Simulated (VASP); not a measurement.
# SnTe: optical spectrum of independent particles, by functional and spin-orbit coupling

SnTe, F-43m (no. 216), 2 atoms in the cell.

| Functional | Spin-orbit coupling | Mean energy of the absorption, weighted by Im ε (eV) | Time (s) |
|---|---|---|---|
| PBE | no | 3.90 | 6.4 |
| LDA | no | 3.81 | 5.3 |
| PBEsol | no | 3.84 | 6.6 |
| r2SCAN | no | 4.14 | 47 |
| TB-mBJ | no | 4.39 | 38 |
| TPSS | no | 4.07 | 38 |
| PBE | yes | 3.85 | 35 |
| TB-mBJ | yes | 4.32 | 197 |

Limits: rows 1, 2, 3, 4, 5, 6: spin-orbit coupling is left out, which can matter with atoms this heavy; the pull between electron and hole is left out; rows 1, 2, 3, 4, 6, 7: the onset follows the functional's gap, which semilocal functionals usually make too small.

## Input of the first row

INCAR:
```
PREC = Accurate
ENCUT = 280
ISMEAR = 0
SIGMA = 0.02
EDIFF = 1E-7
LASPH = True
KPAR = 4
LWAVE = True
LCHARG = False
LOPTICS = True
ALGO = Normal
NBANDS = 26
NEDOS = 2000
CSHIFT = 0.1
GGA = PE
```

KPOINTS:
```
k-points
0
Gamma
  8 8 8
```

POSCAR:
```
SnTe
1.0
    0.0000000000      3.6111460000      3.6111460000
    3.6111460000      0.0000000000      3.6111460000
    3.6111460000      3.6111460000      0.0000000000
Te Sn
1 1
Direct
    0.2500000000      0.2500000000      0.2500000000
    0.0000000000      0.0000000000      0.0000000000
```

Commands:
```
cat potpaw_PBE.64/Te/POTCAR potpaw_PBE.64/Sn_d/POTCAR > POTCAR
mpirun -np 4 vasp_std > vasp.out
```

Changes of row 7 against the first:
```
- NBANDS = 26
+ NBANDS = 52
+ LSORBIT = True
+ MAGMOM = 6*0
+ GGA_COMPAT = False
- vasp_std
+ vasp_ncl
```

VASP 6.6.1 took 6.4 s on 4 cores (AMD EPYC 9R45 (Zen 5)), a shared host.
